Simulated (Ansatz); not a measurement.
# Cs (Im-3m) in Ansatz: notebook

The runs below take Cs through band structure, single point, with PBEsol.

All numbers are computed with Ansatz 0.2.0; they aren't measurements. Logs are shortened: lines on timing, memory, paths and dates and some standing lists are left out, and cuts for length are marked.

## (1) The structure

It takes space group Im-3m (No. 229, cubic). The conventional cell has a = 6.257 Å, b = 6.257 Å, c = 6.257 Å, α = 90.00°, β = 90.00°, γ = 90.00°.

## (2) Band structure, PBEsol

input.yaml reads:

```yaml
crystal:
  lattice:
    - [-3.1284650614, 3.1284650614, 3.1284650614]
    - [3.1284650614, -3.1284650614, 3.1284650614]
    - [3.1284650614, 3.1284650614, -3.1284650614]
  atoms:
    - { symbol: Cs, position: [0.0, 0.0, 0.0] }
kpoints:
  mp_grid: { grid: [6, 6, 6] }
  band_path:
    path:
      - [0.0, 0.0, 0.0]
      - [0.5, -0.5, 0.5]
      - [0.0, 0.0, 0.5]
      - [0.0, 0.0, 0.0]
      - [0.25, 0.25, 0.25]
      - [0.5, -0.5, 0.5]
    npoints: 8
scf:
  occupations: { method: fermi_dirac, width: 0.05 }
hamiltonian:
  xc: pbesol
  pseudopotentials: { kind: all_electron, lapw: { basis_error: 0.001 } }
output:
  forces: true
  stress: true
  eigenvalues: true
```

Potentials or basis: all-electron LAPW, scalar-relativistic.

Command:

```bash
$ ansatz run input.yaml --threads 1 --pin off --max-ram 3072MiB --backend cpu --events-out ev --progress --plain --runs-dir out
```

The program printed:

```text
Warning: RAYON_NUM_THREADS=1 ignored (pool sized by the plan → 1); use --threads N
LAPW: plane waves up to 3.325 Å⁻¹, error target 1.0e-3 eV per atom; small_component_spin mean_spin; Cs in spheres of 2.709 Å, 19 of its electrons in bands, Dirac shells [] (how accurate: hamiltonian.pseudopotentials.lapw.basis_error, Limitations)
Engine: ansatz 0.2.0, x86_64-unknown-linux-gnu
Pseudopotentials: kind: all_electron
Pseudopotential: Cs, LAPW, valence charge 19, lapw/all_electron/scalar/gaussian/Cs, Koelling and Harmon's equation, gaussian nucleus
Functional definition: PBEsol
  exchange = pbesol_x
  correlation = pbesol_c
Crystal: 1 atoms, lattice volume = 122.477 Å³
Basis set: ecut = 42.12234394691967 eV, 79 PW (Γ), exchange–correlation at level 2
Bands: 14, of which v1, the nominal top of the filled ones, is band 10 counted from 1 (9 counted from 0)
Symmetry: 48 space group operations
Space group: Im-3m (ITA 229), of the structure as read, at distance tolerance 5.0e-5 Å
k-points: 16 of 216
Non-local potential: Cs, projectors of the file, none
Initial density: superposition of atomic densities (chi_scale 0.1, normalization cell)
Initial wavefunctions: plane waves of lowest kinetic energy (no species holds an atomic orbital)
Functional: x = pbesol(κ = 0.804, μ = 0.12345679012345678), c = pbesol(β = 0.046)
iter 1 solved again at ethr=1.10e-5 eV; its pass at ethr=1.00e-1 eV (dr2=2.10e-3 eV) is discarded
SCF iter   1: F=—  HF=-211800.594784 eV  |F-HF|=—  |Δ(HF+E_count)|=         —  Δρ=7.86e-4  dr2=2.10e-3  ethr=1.10e-5  ⟨swp⟩=4.4  Hψ=1582  notcnv=0
preconditioner: auto → none  [insulator: Δε(μ)=0.142 eV  Ē_g=2.698 eV  σ=0.050 eV  W_gap=0.51  n_scr=12 (ndim 8)  ℏωp=3.4 eV  f_vac=0.000  D(μ)=2.50/eV (n_scr^D=12)  ε∞_Penn≈2.5]
SCF iter   2: F=—  HF=-211800.594517 eV  |F-HF|=—  |Δ(HF+E_count)|=   2.68e-4  Δρ=3.92e-4  dr2=5.26e-4  ethr=1.10e-5  ⟨swp⟩=2.0  Hψ=732  notcnv=0
iter 3 solved again at ethr=1.08e-7 eV; its pass at ethr=2.77e-6 eV (dr2=2.05e-5 eV) is discarded
SCF iter   3: F=—  HF=-211800.595047 eV  |F-HF|=—  |Δ(HF+E_count)|=   5.30e-4  Δρ=7.72e-5  dr2=2.06e-5  ethr=1.08e-7  ⟨swp⟩=2.0  Hψ=1179  notcnv=0
SCF iter   4: F=—  HF=-211800.595075 eV  |F-HF|=—  |Δ(HF+E_count)|=   2.84e-5  Δρ=8.42e-6  dr2=2.49e-7  ethr=1.08e-7  ⟨swp⟩=2.6  Hψ=742  notcnv=0
SCF iter   5: F=-211800.595076 eV  HF=-211800.595076 eV  |F-HF|=4.45e-8  |Δ(HF+E_count)|=   8.86e-7  Δρ=1.11e-6  dr2=4.28e-9  ethr=1.31e-9  ⟨swp⟩=2.8  Hψ=744  notcnv=0
SCF 1 converged in 5 iterations: F = -211800.595076 eV  dr2 = 4.28e-9
NSCF: frozen V_eff on 41 k-points
SCF converged after 5 iterations
Free energy (F): -211800.595076 eV
Harris-Foulkes:  -211800.595076 eV  (|F-HF|=4.45e-8)
Internal energy: -211800.577100 eV  (E = F + TS)
E sigma→0 (E₀):  -211800.586088 eV
Entropy (-TS):   -0.017976 eV (-17.976 meV/atom)
Fermi energy:    2.919350 eV
--- Per-component energies (eV) ---
  E_band       = -769.605392
  E_kinetic    = 225142.841908
  E_xc         = -5153.643893
  E_electrostatic = -431789.775116  (all electrons and nuclei)
  E_smearing   = -0.017976  (= −TS)
  E_closure    = 0.000000  (closes the sum)
  E_atoms      = -211799.681547  (free atoms, spherical and without spin; not in F)
  Σ components = -211800.595076   (vs F -211800.595076, Δ=0.00e0)
  Basis errors (estimates in eV, not in F): energy 2.6e-4 per atom: plane waves 2.6e-4 (1.4e-4 summed), levels above the bands 2.6e-29, relativity 2.8e-9, radial functions 3.7e-6, core shells 1.1e-9; eigenvalues (radial functions only) 2.8e-6; not estimated: angular momenta, meshes, grids; target (lapw.basis_error) 1.0e-3; muffin-tin radii Cs 2.709 Å
--- Forces (eV/Å), atoms counted from 1 ---
  atom   1  Cs    -0.00000000    -0.00000000    -0.00000000
  max |Σ_I F_I| component: 3.90e-32 eV/Å
--- Stress (GPa, compression-positive) ---
       -0.192923       0.000000      -0.000000
        0.000000      -0.192923      -0.000000
       -0.000000      -0.000000      -0.192923
  P = ⅓ Tr σ = -0.1929 GPa (-1.929 kbar)
--- Band table (eV; the first three rows and the last of 16) ---
  k-point 0: bands = ["-68.3535", "-68.3535", "-68.3535", "-68.3535", "-68.3535", "-20.9767", "-7.7011", "-7.7011", "-7.7011", "1.2962", "5.3749", "5.3749", "5.3749", "6.2024"]
  k-point 1: bands = ["-68.3535", "-68.3535", "-68.3535", "-68.3535", "-68.3535", "-20.9755", "-7.7295", "-7.7105", "-7.7011", "1.5792", "5.0298", "5.1035", "5.6564", "5.9823"]
  k-point 2: bands = ["-68.3535", "-68.3535", "-68.3535", "-68.3535", "-68.3535", "-20.9731", "-7.7850", "-7.7292", "-7.7011", "2.3194", "4.2475", "4.7189", "6.1167", "6.2889"]
  k-point 15: bands = ["-68.3535", "-68.3535", "-68.3535", "-68.3535", "-68.3535", "-20.9679", "-7.7810", "-7.7810", "-7.7810", "3.6256", "3.6256", "5.7454", "5.7454", "5.7454"]
```

It used 3.9 s of CPU time on 1 thread of Intel(R) Xeon(R) Processor @ 2.50GHz (Skylake/Cascade Lake), with other jobs on the host, which was overloaded at the time.

What came out:

| Item | Value |
| --- | --- |
| Free energy | -211800.5951 eV |
| Pressure | -0.2 GPa |
| Band gap along the path | none (metal or under the smearing width) |

Levels at the corners of the path, in eV from the Fermi level:
| point | band 7 | band 8 | band 9 | band 10 | band 11 | band 12 |
| --- | --- | --- | --- | --- | --- | --- |
| Γ | -10.62 | -10.62 | -10.62 | -1.62 | 2.46 | 2.46 |
| H | -10.70 | -10.70 | -10.70 | 0.71 | 0.71 | 2.83 |
| N | -10.73 | -10.66 | -10.62 | 0.05 | 0.81 | 1.65 |
| Γ | -10.62 | -10.62 | -10.62 | -1.62 | 2.46 | 2.46 |
| P | -10.67 | -10.67 | -10.67 | 0.97 | 0.97 | 0.97 |
| H | -10.70 | -10.70 | -10.70 | 0.71 | 0.71 | 2.83 |

Caveat: spin-orbit coupling is left out, which moves the levels of the heavy elements.

## (3) Band structure, PBEsol

Edit input.yaml of step 2 so:

```diff
@@ -22,3 +22,6 @@
   xc: pbesol
-  pseudopotentials: { kind: all_electron, lapw: { basis_error: 0.001 } }
+  pseudopotentials:
+    kind: all_electron
+    lapw: { basis_error: 0.001 }
+    relativity: none
 output:
```

Potentials or basis: all-electron LAPW, non-relativistic.

Command:

```bash
$ ansatz run input.yaml --threads 1 --pin off --max-ram 3072MiB --backend cpu --events-out ev --progress --plain --runs-dir out
```

It used 4 s of CPU time on 1 thread of Intel(R) Xeon(R) Processor @ 2.50GHz (Skylake/Cascade Lake), on a shared host, which was overloaded at the time.

It converged, with:

| Property | Result |
| --- | --- |
| Free energy | -205533.3932 eV |
| Pressure | -0.1 GPa |
| Band gap along the path | none (metal or under the smearing width) |

Levels at the corners of the path, in eV from the Fermi level:
| point | band 6 | band 7 | band 8 | band 9 | band 10 | band 11 | band 12 | band 13 | band 14 |
| --- | --- | --- | --- | --- | --- | --- | --- | --- | --- |
| Γ | -21.88 | -10.69 | -10.69 | -10.69 | -1.53 | 2.14 | 2.14 | 2.14 | 2.94 |
| H | -21.86 | -10.77 | -10.77 | -10.77 | 0.51 | 0.51 | 2.77 | 2.77 | 2.77 |
| N | -21.87 | -10.80 | -10.72 | -10.69 | 0.03 | 0.75 | 1.39 | 2.84 | 3.30 |
| Γ | -21.88 | -10.69 | -10.69 | -10.69 | -1.53 | 2.14 | 2.14 | 2.14 | 2.94 |
| P | -21.87 | -10.74 | -10.74 | -10.74 | 0.83 | 0.83 | 0.83 | 2.44 | 3.36 |
| H | -21.86 | -10.77 | -10.77 | -10.77 | 0.51 | 0.51 | 2.77 | 2.77 | 2.77 |

Caveat: relativity is left out, which matters for the heavier elements; spin-orbit coupling is left out, which moves the levels of the heavy elements.

## (4) Band structure, PBEsol

Edit input.yaml of step 3 so:

```diff
@@ -22,6 +22,3 @@
   xc: pbesol
-  pseudopotentials:
-    kind: all_electron
-    lapw: { basis_error: 0.001 }
-    relativity: none
+  pseudopotentials: { kind: all_electron, datasets: crystal }
 output:
@@ -30 +27,3 @@
   eigenvalues: true
+  elf: true
+  volumetric_format: npy
```

Potentials or basis: all-electron PAW datasets made for the crystal.

Command:

```bash
$ ansatz run input.yaml --threads 1 --pin off --max-ram 3072MiB --backend cpu --events-out ev --progress --plain --runs-dir out
```

It used 9 s of CPU time on 1 thread of Intel(R) Xeon(R) Processor @ 2.50GHz (Skylake/Cascade Lake), on a shared host, which was overloaded at the time.

It converged, with:

* Free energy: -211800.5952 eV
* Pressure: -0.2 GPa
* Band gap along the path: none (metal or under the smearing width)

Levels at the corners of the path, in eV from the Fermi level:
| point | band 1 | band 2 | band 3 | band 4 | band 5 | band 6 | band 7 | band 8 | band 9 |
| --- | --- | --- | --- | --- | --- | --- | --- | --- | --- |
| Γ | -23.90 | -10.62 | -10.62 | -10.62 | -1.62 | 2.46 | 2.46 | 2.46 | 3.28 |
| H | -23.89 | -10.70 | -10.70 | -10.70 | 0.71 | 0.71 | 2.83 | 2.83 | 2.83 |
| N | -23.89 | -10.73 | -10.66 | -10.62 | 0.05 | 0.81 | 1.65 | 3.09 | 3.71 |
| Γ | -23.90 | -10.62 | -10.62 | -10.62 | -1.62 | 2.46 | 2.46 | 2.46 | 3.28 |
| P | -23.89 | -10.67 | -10.67 | -10.67 | 0.97 | 0.97 | 0.97 | 2.18 | 3.78 |
| H | -23.89 | -10.70 | -10.70 | -10.70 | 0.71 | 0.71 | 2.83 | 2.83 | 2.83 |

Caveat: spin-orbit coupling is left out, which moves the levels of the heavy elements.

## (5) Band structure, PBEsol

Edit input.yaml of step 4 so:

```diff
@@ -22,3 +22,6 @@
   xc: pbesol
-  pseudopotentials: { kind: all_electron, datasets: crystal }
+  pseudopotentials:
+    kind: all_electron
+    lapw: { basis_error: 0.001 }
+    dirac_shells: { Cs: ["3p", "3d"] }
 output:
@@ -27,3 +30 @@
   eigenvalues: true
-  elf: true
-  volumetric_format: npy
```

Potentials or basis: all-electron LAPW, inner shells corrected to Dirac's equation.

Command:

```bash
$ ansatz run input.yaml --threads 1 --pin off --max-ram 3072MiB --backend cpu --events-out ev --progress --plain --runs-dir out
```

It used 4.1 s of CPU time on 1 thread of Intel(R) Xeon(R) Processor @ 2.50GHz (Skylake/Cascade Lake), on a shared host, which was overloaded at the time.

It converged, with:

| Property | Result |
| --- | --- |
| Free energy | -211888.3468 eV |
| Pressure | -0.2 GPa |
| Band gap along the path | none (metal or under the smearing width) |

Levels at the corners of the path, in eV from the Fermi level:
```tsv
point	band 7	band 8	band 9	band 10	band 11	band 12
Γ	-10.62	-10.62	-10.62	-1.62	2.46	2.46
H	-10.70	-10.70	-10.70	0.71	0.71	2.83
N	-10.73	-10.66	-10.62	0.05	0.81	1.65
Γ	-10.62	-10.62	-10.62	-1.62	2.46	2.46
P	-10.67	-10.67	-10.67	0.97	0.97	0.97
H	-10.70	-10.70	-10.70	0.71	0.71	2.83
```

Caveat: spin-orbit coupling is left out, which moves the levels of the heavy elements.

## (6) Single point, PBEsol, 112.87 Å³/atom (strain_xy = -0.04)

input.yaml reads:

```yaml
crystal:
  lattice:
    - [-3.0033264589, 3.0033264589, 3.1284650614]
    - [3.0033264589, -3.0033264589, 3.1284650614]
    - [3.0033264589, 3.0033264589, -3.1284650614]
  atoms:
    - { symbol: Cs, position: [0.0, 0.0, 0.0] }
kpoints:
  mp_grid: { grid: [6, 6, 6] }
scf:
  occupations: { method: fermi_dirac, width: 0.05 }
hamiltonian:
  xc: pbesol
  pseudopotentials: { kind: all_electron, lapw: { basis_error: 0.001 } }
output:
  forces: true
  stress: true
  eigenvalues: true
```

Potentials or basis: all-electron LAPW, scalar-relativistic.

Command:

```bash
$ ansatz run input.yaml --threads 1 --pin off --max-ram 3072MiB --backend cpu --events-out ev --progress --plain --runs-dir out
```

Run time: 6.2 s. Hardware: 1 thread of Intel Xeon at 2.50GHz (Skylake/Cascade Lake), shared host; peak memory 0.23 GiB.

Results (log left out):

```yaml
Free_energy: -211800.6030 eV
Pressure: -0.1 GPa
Band_gap_on_the_k_mesh: none (metal or under the smearing width)
```

## (7) Single point, PBEsol, 117.63 Å³/atom (strain_xy = -0.02)

Edit input.yaml of step 6 so:

```diff
@@ -2,5 +2,5 @@
   lattice:
-    - [-3.0033264589, 3.0033264589, 3.1284650614]
-    - [3.0033264589, -3.0033264589, 3.1284650614]
-    - [3.0033264589, 3.0033264589, -3.1284650614]
+    - [-3.0658957602, 3.0658957602, 3.1284650614]
+    - [3.0658957602, -3.0658957602, 3.1284650614]
+    - [3.0658957602, 3.0658957602, -3.1284650614]
   atoms:
```

Command:

```bash
$ ansatz run input.yaml --threads 1 --pin off --max-ram 3072MiB --backend cpu --events-out ev --progress --plain --runs-dir out
```

Run time: 6.4 s. Hardware: 1 thread of Intel Xeon at 2.50GHz (Skylake/Cascade Lake), shared host; peak memory 0.23 GiB.

It converged, with:

```
Free energy            : -211800.6000 eV
Pressure               : -0.1 GPa
Band gap on the k mesh : none (metal or under the smearing width)
```

## (8) Overview

| potentials or basis | cutoff (eV) | basis error allowed | pressure (GPa) |
| --- | --- | --- | --- |
| all-electron LAPW, scalar-relativistic | 42 | 0.001 eV/atom | -0.2 |
| all-electron LAPW, non-relativistic | 42 | 0.001 eV/atom | -0.1 |
| all-electron PAW datasets made for the crystal | 160 | - | -0.2 |
| all-electron LAPW, inner shells corrected to Dirac's equation | 42 | 0.001 eV/atom | -0.2 |

Alike in all rows: task band structure; level PBEsol; no spin polarisation; cell as given; k mesh 6 × 6 × 6; smearing fermi-dirac 0.05 eV.

Caveats: spin-orbit coupling is left out, which moves the levels of the heavy elements; relativity is left out, which matters for the heavier elements (some runs).

Compare energies only between runs with the same functional and basis.
